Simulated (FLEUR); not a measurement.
The system is MnO2.

```xyz
6
Lattice="2.8550 0.0000 0.0000 -1.4275 2.4725 0.0000 0.0000 0.0000 10.2217" Properties=species:S:1:pos:R:3 pbc="T T T"
Mn    0.0000    0.0000    5.1109
Mn    0.0000    0.0000    0.0000
O     1.4275    0.8242    4.1588
O     1.4275    0.8242    0.9521
O     0.0000    1.6483    6.0630
O     0.0000    1.6483    9.2697
```

Measurements of this composition are mostly on another form, of space group No. 136.

Program: FLEUR MaX-R8.1 (later development tree). Alike in all runs: potentials or basis all-electron, FLAPW; spin collinear, ferromagnetic start; cell as given; k mesh 11 × 11 × 3; smearing fermi-dirac 0.05 eV.

**Question.** Order these runs on this cell by their band gap on the k mesh, lowest first.
A. level LDA; gmax 16.1 1/bohr; muffin-tin radii Mn 1.89, O 1.44 bohr; max iterations 60; mixer history 15; density convergence 1e-05 me/bohr^3; kmax 5.19 1/bohr
B. level r2SCAN; gmax 16.1 1/bohr; muffin-tin radii Mn 1.89, O 1.44 bohr; max iterations 80; mixer history 30; density convergence 0.0001 me/bohr^3; kmax 5.19 1/bohr
C. level PBEsol; gmax 16.4 1/bohr; muffin-tin radii Mn 1.85, O 1.41 bohr; max iterations 60; mixer history 15; density convergence 1e-05 me/bohr^3; kmax 5.3 1/bohr

**Answer.** A (0.51 eV), C (0.80 eV), B (2.02 eV).

Caveats: only a ferromagnetic start was run, and an antiferromagnetic order may lie lower in energy; the meta-GGA is that of a development version, with a GGA for the radial functions and cores and without core tails (some runs); an odd mesh through Γ misses points on the zone boundary, where band edges often lie (some runs).

Not every run made on this cell is shown here.
